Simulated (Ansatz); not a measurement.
Geometry optimisation, DFT PBEsol, scalar-relativistic, plane waves, PAW in Ansatz 0.2.0.

The input (input.yaml):

```yaml
crystal:
  lattice:
    - [7.725778, 0.0, 0.0]
    - [3.862889, 6.69072, 0.0]
    - [0.0, 0.0, 17.519562]
  atoms:
    - { symbol: Ca, position: [0.0, 0.0, 0.05707905] }
    - { symbol: F, position: [0.0, 0.5, 0.19210108] }
    - { symbol: F, position: [0.16666667, 0.16666667, 0.10208639] }
    - { symbol: Ca, position: [0.0, 0.5, 0.05707905] }
    - { symbol: F, position: [0.0, 0.0, 0.19210108] }
    - { symbol: F, position: [0.16666667, 0.66666667, 0.10208639] }
    - { symbol: Ca, position: [0.5, 0.0, 0.05707905] }
    - { symbol: F, position: [0.5, 0.5, 0.19210108] }
    - { symbol: F, position: [0.66666666, 0.16666667, 0.10208639] }
    - { symbol: Ca, position: [0.5, 0.5, 0.05707905] }
    - { symbol: F, position: [0.5, 0.0, 0.19210108] }
    - { symbol: F, position: [0.66666666, 0.66666667, 0.10208639] }
    - { symbol: Ca, position: [0.66666666, 0.66666667, 0.23710842] }
    - { symbol: F, position: [0.66666666, 0.16666667, 0.37213044] }
    - { symbol: F, position: [0.83333333, 0.83333333, 0.28211576] }
    - { symbol: Ca, position: [0.66666666, 0.16666667, 0.23710842] }
    - { symbol: F, position: [0.66666666, 0.66666667, 0.37213044] }
    - { symbol: F, position: [0.83333333, 0.33333333, 0.28211576] }
    - { symbol: Ca, position: [0.16666667, 0.66666667, 0.23710842] }
    - { symbol: F, position: [0.16666667, 0.16666667, 0.37213044] }
    - { symbol: F, position: [0.33333333, 0.83333333, 0.28211576] }
    - { symbol: Ca, position: [0.16666667, 0.16666667, 0.23710842] }
    - { symbol: F, position: [0.16666667, 0.66666667, 0.37213044] }
    - { symbol: F, position: [0.33333333, 0.33333333, 0.28211576] }
    - { symbol: Ca, position: [0.33333333, 0.33333333, 0.42121843] }
basis:
  ecutwfc: 420.0
kpoints:
  mp_grid: { grid: [2, 2, 1] }
hamiltonian:
  xc: pbesol
  pseudopotentials: { kind: paw, azcp: { folder: soft_1 } }
scf:
  occupations: { method: gaussian, width: 0.05 }
  lower_state_search: "off"
relax:
  f_tol: 0.03
  max_steps: 60
  adjacent_minimum: "off"
  constraints: [{ sites: [0, 2, 3, 5, 6, 8, 9, 11] }]
output:
  write_density: true
  write_potential: true
  elf: true
  volumetric_format: npy
```

Command:

```bash
$ ansatz run input.yaml --threads 4 --pin off --max-ram 10240MiB --backend cpu --events-out ev --progress --plain --runs-dir out
```

**Question.** Where does it end, and by what steps?

**Answer.** It converged. The force dipped under the threshold on the way, but the program's further checks kept it going. Limits of this set-up: coarse k mesh, thin slab, slab without dipole correction, PAW files made for another functional. After 10 steps the energy has fallen by 5.360 eV; Ca13 moved furthest, 0.91 Å. Parted: F12–Ca13 (2.37 → 3.27 Å).

| step | energy less start (eV) | largest force component (eV/Å) | accepted |
| --- | --- | --- | --- |
| 0 | 0.0000 | 3.367 | yes |
| 1 | -3.2536 | 2.090 | yes |
| 2 | -5.1423 | 0.560 | yes |
| 3 | -5.3015 | 0.339 | yes |
| 4 | -5.3278 | 0.264 | yes |
| 5 | -5.3474 | 0.103 | yes |
| 6 | -5.3533 | 0.051 | yes |
| 7 | -5.3556 | 0.019 | yes |
| 8 | -5.3598 | 0.030 | yes |
| 9 | -5.3597 | 0.036 | no |
| 10 | -5.3603 | 0.008 | yes |

```xyz
25
Lattice="7.7258 0.0000 0.0000 3.8629 6.6907 0.0000 0.0000 0.0000 17.5196" Properties=species:S:1:pos:R:3
Ca 0.000 0.000 1.000
F 2.066 3.268 3.044
F 1.931 1.115 1.789
Ca 1.931 3.345 1.000
F 0.000 0.000 3.082
F 3.863 4.460 1.789
Ca 3.863 0.000 1.000
F 5.660 3.268 3.044
F 5.794 1.115 1.789
Ca 5.794 3.345 1.000
F 3.863 0.155 3.044
F 7.726 4.460 1.789
Ca 7.726 4.460 5.061
F 5.610 1.221 6.460
F 9.630 5.560 4.572
Ca 5.822 1.099 4.321
F 7.726 4.460 7.056
F 7.726 2.261 4.572
Ca 3.863 4.493 4.321
F 2.115 1.221 6.460
F 5.821 5.560 4.572
Ca 1.904 1.099 4.321
F 3.863 4.248 6.460
F 3.863 2.230 4.726
Ca 3.863 2.230 7.024
```

Whether the end is a true minimum wasn't checked by a vibrational analysis.

Run time: 98 s on 4 threads of Arm Neoverse V2, on a shared host, peak memory 1.6 GiB.
